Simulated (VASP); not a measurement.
CdTe: single point with PBE

**Measured values to compare with.**

A printed reference work, data compilation reports, for a bulk crystal of CdTe at 0 K: band gap 1.607 eV.

The system is CdTe.

```
Cd Te
1.0
     0.00000    3.30838    3.30838
     3.30838    0.00000    3.30838
     3.30838    3.30838    0.00000
Cd Te
1 1
Direct
  0.00000 0.00000 0.00000
  0.75000 0.75000 0.75000
```

| Quantity | Value |
| --- | --- |
| Program | VASP 6.6.1 |
| Task | single point |
| Functional | PBE |
| Potentials or basis | VASP PAW PBE potentials, release 64 (Cd, Te) |
| Cutoff | 500 eV |
| k mesh | 6 × 6 × 6 |
| Occupations | gaussian, width 0.01 eV |
| Spin | no spin polarisation |
| Dipole correction | no |
| Further INCAR settings | ALGO = Normal; EDIFF = 1e-06; NBANDS = 16 |

* Pressure: 0.1 GPa
* Band gap on the k mesh: 0.58 eV

Levels at points of the mesh, in eV from the valence-band top:
| k point | band 5 | band 6 | band 7 | band 8 | band 9 | band 10 | band 11 | band 12 | band 13 | band 14 |
| --- | --- | --- | --- | --- | --- | --- | --- | --- | --- | --- |
| (0.00, 0.00, 0.00) | -7.88 | -7.88 | 0.00 | 0.00 | 0.00 | 0.58 | 4.64 | 4.64 | 4.64 | 7.38 |
| (0.50, 0.00, 0.00) | -7.87 | -7.57 | -4.08 | -0.69 | -0.69 | 1.75 | 5.21 | 5.21 | 7.01 | 8.44 |
| (0.50, 0.50, 0.00) | -7.85 | -7.45 | -4.02 | -1.66 | -1.66 | 2.67 | 2.74 | 8.52 | 8.81 | 8.81 |

Wall time 14 s on 1 thread of Intel(R) Xeon(R) Platinum 8375C CPU @ 2.90GHz (Ice Lake) (shared host), peak memory 0.21 GiB.

Measured gap of CdTe: 1.607 eV (0 K; a printed reference work, data compilation). This calculation gives 0.58 eV (-1.02 eV). So large a miss can be the level of theory's own, or it may mean another phase, state or a wrong row. Spin-orbit coupling on Cd, Te is left out. The value is that of PBE, without temperature or zero-point motion. Semilocal functionals fall short of measured gaps as a rule.

Caveat: spin-orbit coupling is left out, which moves the levels of the heavy elements.
